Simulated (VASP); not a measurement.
# PbSe (Pm-3m) in VASP: notebook

One crystal, PbSe, is run at these levels: PBEsol; tasks: single point.

Program: VASP 6.6.1. These are calculated values, not measurements. Logs are shortened: lines on timing, memory, paths and dates and some standing lists are left out, and cuts for length are marked.

**1. Starting point**

Symmetry: Pm-3m, No. 221, cubic system. The conventional cell has a = 3.784 Å, b = 3.784 Å, c = 3.784 Å, α = 90.00°, β = 90.00°, γ = 90.00°. Pb (site symmetry m-3m) has 8 Se at 3.28 Å as nearest neighbours. Se (site symmetry m-3m) is surrounded by 8 Pb at 3.28 Å.

Measurements of this composition are mostly on another form, of space group No. 225.

**2. Single point, PBEsol**

Input file INCAR:

```
SYSTEM = PbSe
  ADDGRID = .False.
  ALGO = Normal
  EDIFF = 1E-6
  ENCUT = 460
  GGA = PS
  ISIF = 2
  ISMEAR = 0
  LASPH = .True.
  LCHARG = .False.
  LREAL = .False.
  LWAVE = .False.
  NELM = 100
  PREC = Accurate
  SIGMA = 0.05
```

Input file KPOINTS:

```
k-points
0
Gamma
  6 6 6
  0 0 0
```

Input file POSCAR:

```
PbSe
1.0
    3.7843220000      0.0000000000      0.0000000000
    0.0000000000      3.7843220000      0.0000000000
    0.0000000000      0.0000000000      3.7843220000
Pb Se
1 1
Direct
    0.0000000000      0.0000000000      0.0000000000
    0.5000000000      0.5000000000      0.5000000000
```

Potentials or basis: VASP PAW PBE potentials, release 64 (Pb_d, Se).

Run with:

```console
> cat potpaw_PBE.64/Pb_d/POTCAR potpaw_PBE.64/Se/POTCAR > POTCAR
> mpirun -np 1 vasp_std > vasp.out
```

OUTCAR:

```text
SYSTEM = PbSe
   EDIFF = 1E-6
   ENCUT = 460
   GGA = PS
   ISIF = 2
   ISMEAR = 0
   LASPH = .True.
   LREAL = .False.
   NELM = 100
   PREC = Accurate

 Found     20 irreducible k-points:

 Following reciprocal coordinates:
            Coordinates               Weight
  0.000000  0.000000  0.000000      1.000000
  0.166667  0.000000  0.000000      6.000000
  0.333333  0.000000  0.000000      6.000000
  0.500000  0.000000  0.000000      3.000000
  0.166667  0.166667  0.000000     12.000000
  0.333333  0.166667  0.000000     24.000000
   k-points           NKPTS =     20   k-points in BZ     NKDIM =     20   number of bands    NBANDS=     14
   number of dos      NEDOS =    301   number of ions     NIONS =      2
   total plane-waves  NPLWV =  21952
   dimension x,y,z NGX =    28 NGY =   28 NGZ =   28
   dimension x,y,z NGXF=    56 NGYF=   56 NGZF=   56
   ions per type =               1   1
   NGX,Y,Z   is equivalent  to a cutoff of  12.30, 12.30, 12.30 a.u.
   NGXF,Y,Z  is equivalent  to a cutoff of  24.60, 24.60, 24.60 a.u.
 SYSTEM =  PbSe
   PREC   = accura    normal or accurate (medium, high low for compatibility)
   ISTART =      0    job   : 0-new  1-cont  2-samecut
   ICHARG =      2    charge: 1-file 2-atom 10-const
   ISPIN  =      1    spin polarized calculation?
   LNONCOLLINEAR =      F non collinear calculations
   LSORBIT =      F    spin-orbit coupling
   LASPH  =      T    aspherical Exc in radial PAW
   ENCUT  =  460.0 eV  33.81 Ry    5.81 a.u.   6.62  6.62  6.62*2*pi/ulx,y,z
   NELM   =    100;   NELMIN=  2; NELMDL= -5     # of ELM steps
   EDIFF  = 0.1E-05   stopping-criterion for ELM
   LREAL  =      F    real-space projection
   EDIFFG = 0.1E-04   stopping-criterion for IOM
   NSW    =      0    number of steps for IOM
   IBRION =     -1    ionic relax: 0-MD 1-quasi-New 2-CG
   NFREE  =      0    steps in history (QN), initial steepest desc. (CG)
   ISIF   =      2    stress and relaxation
   ISYM   =      2    0-nonsym 1-usesym 2-fastsym
   POTIM  = 0.5000    time-step for ionic-motion
   TEBEG  =    0.0;   TEEND  =   0.0 temperature during run
   PSTRESS=    0.0 pullay stress
   NELECT =      20.0000    total number of electrons
   NUPDOWN=      -1.0000    fix difference up-down
   EMIN   =  10.00;   EMAX   =-10.00  energy-range for DOS
   EFERMI =   0.00;   METHOD = LEGACY
   ISMEAR =     0;   SIGMA  =   0.05  broadening in eV -4-tet -1-fermi 0-gaus
   EFERMI_NEDOS =   21; number of points for ismear=-14 and -15
   IALGO  =     38    algorithm
   IMIX   =      4    mixing-type and parameters
     AMIX     =   0.40;   BMIX     =  1.00
     AMIX_MAG =   1.60;   BMIX_MAG =  1.00
  volume/ion in A,a.u.               =      27.10       182.87
  Fermi-wavevector in a.u.,A,eV,Ry     =   1.174258  2.219025 18.760817  1.378881
  Thomas-Fermi vector in A             =   2.310658
   LORBIT       =      0    0 simple, 1 ext, 2 COOP (PROOUT), +10 PAW based schemes
   GGA     = PS    functional components
   LHFCALC =     F    Hartree Fock is set to
   AEXX    =    0.0000 exact exchange contribution
   IVDW    =     0    specifies the selected vdW correction
   LEPSILON=     F    determine dielectric tensor
   LRPA    =     F    only Hartree local field effects (RPA)
 non-spin polarized calculation
 Gauss-broadening in eV      SIGMA  =   0.05
  energy-cutoff  :      460.00
  volume of cell :       54.20
 maximum number of plane-waves:      1233
 NGX is ok and might be reduce to    28
   NGX = 13   NGY = 13   NGZ = 13

 number of electron      20.0000009 magnetization

 Free energy of the ion-electron system (eV)
  ---------------------------------------------------
  ext. energy  EPLUGINS =         0.00000000
  ---------------------------------------------------
  free energy    TOTEN  =        -8.46379322 eV

  energy without entropy =       -8.46141781  energy(sigma->0) =       -8.46260552

 E-fermi :   5.1999     XC(G=0): -10.1222

 val. band max:        5.1889624383   @ k =   0.5000   0.5000   0.0000
 cond. band min:       5.2036644140   @ k =   0.5000   0.3333   0.3333
 fundamental gap:      0.0147019757
 Fermi energy:         5.1998544280

 k-point     1 :       0.0000    0.0000    0.0000
  band No.  band energies     occupation
      1     -11.6610      2.00000
      2     -11.6610      2.00000
      3     -11.5101      2.00000
      4     -11.5101      2.00000
      5     -11.5101      2.00000
      6      -8.0331      2.00000
      7      -1.9007      2.00000
      8       3.6910      2.00000
      9       3.6910      2.00000
     10       3.6910      2.00000
     11      10.2331      0.00000
     12      10.2331      0.00000
     13      11.2238      0.00000
     14      11.2238      0.00000

 k-point     2 :       0.1667    0.0000    0.0000
  band No.  band energies     occupation
      1     -11.6593      2.00000
      2     -11.6317      2.00000
      3     -11.5210      2.00000
      4     -11.5210      2.00000
      5     -11.5091      2.00000
      6      -7.8324      2.00000
      7      -2.3010      2.00000
      8       3.5858      2.00000
      9       3.9267      2.00000
     10       3.9267      2.00000
     11       9.2477      0.00000
     12      10.4475      0.00000
     13      10.5856      0.00000
     14      10.5856      0.00000

 k-point     3 :       0.3333    0.0000    0.0000
  band No.  band energies     occupation
      1     -11.6558      2.00000
      2     -11.5734      2.00000
      3     -11.5425      2.00000
      4     -11.5425      2.00000
      5     -11.5072      2.00000
      6      -7.3257      2.00000
      7      -3.2317      2.00000
      8       3.9095      2.00000
      9       4.5174      2.00000
     10       4.5174      2.00000
     11       6.9541      0.00000
     12       9.2784      0.00000
     13       9.2784      0.00000
     14      11.0542      0.00000

 k-point     4 :       0.5000    0.0000    0.0000
  band No.  band energies     occupation
      1     -11.6541      2.00000
      2     -11.5532      2.00000
      3     -11.5532      2.00000
      4     -11.5444      2.00000
      5     -11.5062      2.00000
      6      -6.9744      2.00000
      7      -3.7965      2.00000
      8       4.9092      2.00000
      9       4.9264      2.00000
     10       4.9264      2.00000
     11       5.2226      0.51986
     12       8.5534      0.00000
     13       8.5534      0.00000
     14      11.6176      0.00000

 k-point     5 :       0.1667    0.1667    0.0000
  band No.  band energies     occupation
      1     -11.6441      2.00000
      2     -11.6154      2.00000
      3     -11.5352      2.00000
      4     -11.5206      2.00000
      5     -11.5188      2.00000
      6      -7.6368      2.00000
      7      -2.4960      2.00000
      8       2.7174      2.00000
      9       4.1381      2.00000
     10       4.7026      2.00000
     11       8.0211      0.00000
     12      10.1328      0.00000
     13      10.2522      0.00000
     14      11.4199      0.00000

 k-point     6 :       0.3333    0.1667    0.0000
  band No.  band energies     occupation
      1     -11.6360      2.00000
      2     -11.5631      2.00000
      3     -11.5606      2.00000
      4     -11.5407      2.00000
      5     -11.5171      2.00000
      6      -7.1529      2.00000
      7      -3.1050      2.00000
      8       2.4895      2.00000
      9       4.6524      2.00000
     10       4.7993      2.00000
     11       6.6809      0.00000
     12       9.3868      0.00000
     13       9.4629      0.00000
     14      12.0915      0.00000

 [... further k-points ...]

------------------------ aborting loop because EDIFF is reached ----------------------------------------

  FORCE on cell =-STRESS in cart. coord.  units (eV):
  Direction    XX          YY          ZZ          XY          YZ          ZX
  --------------------------------------------------------------------------------------
  -------------------------------------------------------------------------------------
  Total       -1.0887938     -1.0887938     -1.0887938     -0.0000000      0.0000000      0.0000000
  in kB      -32.1878514    -32.1878514    -32.1878514     -0.0000000      0.0000000      0.0000000
  external PRESSURE =     -32.1878514 kB  Pullay stress =       0.0000000 kB

 VOLUME and BASIS-vectors are now :
 -----------------------------------------------------------------------------
  energy-cutoff  :      460.00
  volume of cell :       54.20
      direct lattice vectors                 reciprocal lattice vectors
     3.784322000  0.000000000  0.000000000     0.264248127  0.000000000  0.000000000
     0.000000000  3.784322000  0.000000000     0.000000000  0.264248127  0.000000000
     0.000000000  0.000000000  3.784322000     0.000000000  0.000000000  0.264248127

 POSITION                                       TOTAL-FORCE (eV/Angst)
 -----------------------------------------------------------------------------------
      0.00000      0.00000      0.00000         0.000000      0.000000      0.000000
      1.89216      1.89216      1.89216         0.000000      0.000000      0.000000
 -----------------------------------------------------------------------------------
    total drift:                               -0.000000      0.000000     -0.000000

  FREE ENERGIE OF THE ION-ELECTRON SYSTEM (eV)
  ---------------------------------------------------
  free  energy   TOTEN  =        -8.4637932165 eV

  energy  without entropy=       -8.4614178145  energy(sigma->0) =       -8.46260552
```

Run time: 14 s. Hardware: 1 thread of Intel Xeon Platinum 8488C (Sapphire Rapids), shared host; peak memory 0.15 GiB.

These settings aren't checked as converged: the numbers below hold their error.

Results:

| Property | Result |
| --- | --- |
| Free energy | -8.4638 eV |
| Pressure | -3.2 GPa |
| Band gap on the k mesh | none (metal or under the smearing width) |

Caveat: the PAW data sets were made with another functional, which shifts forces and pressure a little.

**3. Single point, PBEsol**

INCAR is that of step 2.

KPOINTS is that of step 2.

Input file POSCAR:

```
PbSe
1.0
    3.7843220000      0.0000000000      0.0000000000
    0.0000000000      3.7843220000      0.0000000000
    0.0000000000      0.0000000000      3.7843220000
Pb Se
1 1
Direct
    0.0499830000      0.0304240000      0.0268320000
    0.4857650000      0.4915870000      0.4882140000
```

Potentials or basis: VASP PAW PBE potentials, release 64 (Pb_d, Se).

Run with:

```console
> cat potpaw_PBE.64/Pb_d/POTCAR potpaw_PBE.64/Se/POTCAR > POTCAR
> mpirun -np 1 vasp_std > vasp.out
```

OUTCAR:

```text
SYSTEM = PbSe
   EDIFF = 1E-6
   ENCUT = 460
   GGA = PS
   ISIF = 2
   ISMEAR = 0
   LASPH = .True.
   LREAL = .False.
   NELM = 100
   PREC = Accurate

 Found    112 irreducible k-points:

 Following reciprocal coordinates:
            Coordinates               Weight
  0.000000  0.000000  0.000000      1.000000
  0.166667  0.000000  0.000000      2.000000
  0.000000  0.166667  0.000000      2.000000
  0.000000  0.000000  0.166667      2.000000
  0.333333  0.000000  0.000000      2.000000
  0.000000  0.333333  0.000000      2.000000
   k-points           NKPTS =    112   k-points in BZ     NKDIM =    112   number of bands    NBANDS=     14
   number of dos      NEDOS =    301   number of ions     NIONS =      2
   total plane-waves  NPLWV =  21952
   dimension x,y,z NGX =    28 NGY =   28 NGZ =   28
   dimension x,y,z NGXF=    56 NGYF=   56 NGZF=   56
   ions per type =               1   1
   NGX,Y,Z   is equivalent  to a cutoff of  12.30, 12.30, 12.30 a.u.
   NGXF,Y,Z  is equivalent  to a cutoff of  24.60, 24.60, 24.60 a.u.
 SYSTEM =  PbSe
   PREC   = accura    normal or accurate (medium, high low for compatibility)
   ISTART =      0    job   : 0-new  1-cont  2-samecut
   ICHARG =      2    charge: 1-file 2-atom 10-const
   ISPIN  =      1    spin polarized calculation?
   LNONCOLLINEAR =      F non collinear calculations
   LSORBIT =      F    spin-orbit coupling
   LASPH  =      T    aspherical Exc in radial PAW
[... 72 lines left out ...]
     12       9.7572      0.00000
     13      11.4493      0.00000
     14      11.7732      0.00000
[... 71 lines left out ...]
      1     -11.6169      2.00000
      2     -11.5331      2.00000
      3     -11.5072      2.00000
      4     -11.5018      2.00000
      5     -11.4684      2.00000
      6      -7.4050      2.00000
      7      -3.1948      2.00000
      8       3.8221      2.00000
      9       4.4571      2.00000
     10       4.5270      2.00000
     11       7.0752      0.00000
     12       9.1663      0.00000
     13       9.4262      0.00000
     14      11.2619      0.00000

 [... further k-points ...]

------------------------ aborting loop because EDIFF is reached ----------------------------------------

  FORCE on cell =-STRESS in cart. coord.  units (eV):
  Direction    XX          YY          ZZ          XY          YZ          ZX
  --------------------------------------------------------------------------------------
  -------------------------------------------------------------------------------------
  Total       -0.5433223     -0.6816879     -0.6816338      0.1779917      0.1245132      0.1770934
  in kB      -16.0621576    -20.1526393    -20.1510395      5.2619423      3.6809662      5.2353864
  external PRESSURE =     -18.7886121 kB  Pullay stress =       0.0000000 kB

 VOLUME and BASIS-vectors are now :
 -----------------------------------------------------------------------------
  energy-cutoff  :      460.00
  volume of cell :       54.20
      direct lattice vectors                 reciprocal lattice vectors
     3.784322000  0.000000000  0.000000000     0.264248127  0.000000000  0.000000000
     0.000000000  3.784322000  0.000000000     0.000000000  0.264248127  0.000000000
     0.000000000  0.000000000  3.784322000     0.000000000  0.000000000  0.264248127

 POSITION                                       TOTAL-FORCE (eV/Angst)
 -----------------------------------------------------------------------------------
      0.18915      0.11513      0.10154         0.127963      0.074009      0.073164
      1.83829      1.86032      1.84756        -0.127963     -0.074009     -0.073164
 -----------------------------------------------------------------------------------
    total drift:                                0.000163      0.000110      0.000114

  FREE ENERGIE OF THE ION-ELECTRON SYSTEM (eV)
  ---------------------------------------------------
  free  energy   TOTEN  =        -8.5046434835 eV

  energy  without entropy=       -8.5030003367  energy(sigma->0) =       -8.50382191
```

OSZICAR:

```text
N       E                     dE             d eps       ncg     rms          rms(c)
DAV:   1     0.144282670986E+03    0.14428E+03   -0.87939E+03  3142   0.141E+03
DAV:   2     0.269703880922E+01   -0.14159E+03   -0.13852E+03  3304   0.340E+02
DAV:   3    -0.864500597173E+01   -0.11342E+02   -0.11026E+02  4198   0.981E+01
DAV:   4    -0.888637965577E+01   -0.24137E+00   -0.24123E+00  3426   0.169E+01
DAV:   5    -0.889398916554E+01   -0.76095E-02   -0.76093E-02  4368   0.307E+00    0.280E+00
DAV:   6    -0.851574385560E+01    0.37825E+00   -0.10134E+00  4686   0.856E+00    0.157E+00
DAV:   7    -0.850755040744E+01    0.81934E-02   -0.11286E-01  3736   0.199E+00    0.809E-01
DAV:   8    -0.850714560500E+01    0.40480E-03   -0.27006E-02  3760   0.162E+00    0.208E-01
DAV:   9    -0.850505001425E+01    0.20956E-02   -0.17446E-02  4568   0.101E+00    0.114E-01
DAV:  10    -0.850464147402E+01    0.40854E-03   -0.14481E-03  3794   0.292E-01    0.379E-02
DAV:  11    -0.850464431244E+01   -0.28384E-05   -0.19433E-04  3484   0.917E-02    0.107E-02
DAV:  12    -0.850464348351E+01    0.82893E-06   -0.75472E-06  3856   0.186E-02
   1 F= -.85046435E+01 E0= -.85038219E+01  d E =-.164315E-02
```

Wall time 50 s (1 thread of Intel Xeon Platinum 8488C (Sapphire Rapids), shared host); peak memory 0.2 GiB.

The run converged, but some of its settings lie outside the range that counts as converged, so its numbers aren't taken as properties of the crystal.

What came out:

```
Free energy            : -8.5046 eV
Pressure               : -1.9 GPa
Largest force          : 0.165 eV/Å
Band gap on the k mesh : none (metal or under the smearing width)
```

Caveat: the PAW data sets were made with another functional, which shifts forces and pressure a little.

**4. Single point, PBEsol**

INCAR: that of step 3 with these lines changed.

```diff
@@ -4,3 +4,3 @@
   EDIFF = 1E-6
-  ENCUT = 460
+  ENCUT = 340
   GGA = PS
```

Input file KPOINTS:

```
k-points
0
Gamma
  7 7 7
  0 0 0
```

Input file POSCAR:

```
PbSe
1.0
    3.7843220000      0.0000000000      0.0000000000
    0.0000000000      3.7843220000      0.0000000000
    0.0000000000      0.0000000000      3.7843220000
Pb Se
1 1
Direct
    0.0000000000      0.0000000000      0.0000000000
    0.5000000000      0.5000000000      0.5000000000
```

Run with:

```console
> cat potpaw_PBE.64/Pb_d/POTCAR potpaw_PBE.64/Se/POTCAR > POTCAR
> mpirun -np 1 vasp_std > vasp.out
```

It took 6.2 s on 1 thread of Intel Xeon Platinum 8488C (Sapphire Rapids), shared host; peak memory 0.13 GiB.

The run converged, but some of its settings lie outside the range that counts as converged, so its numbers aren't taken as properties of the crystal.

Results:

```
Free energy            : -8.4705 eV
Pressure               : -3.6 GPa
Band gap on the k mesh : none (metal or under the smearing width)
```

Caveat: the PAW data sets were made with another functional, which shifts forces and pressure a little.

**5. For comparison**

An earlier run on the cell as given: functional PBE; potentials or basis VASP PAW PBE potentials, release 64 (Pb_d, Se); cutoff 520 eV; k mesh 7 × 7 × 7; occupations fermi-dirac, width 0.05 eV; no spin polarisation.

- Pressure: -0.2 GPa
- Band gap on the k mesh: none (metal or under the smearing width)
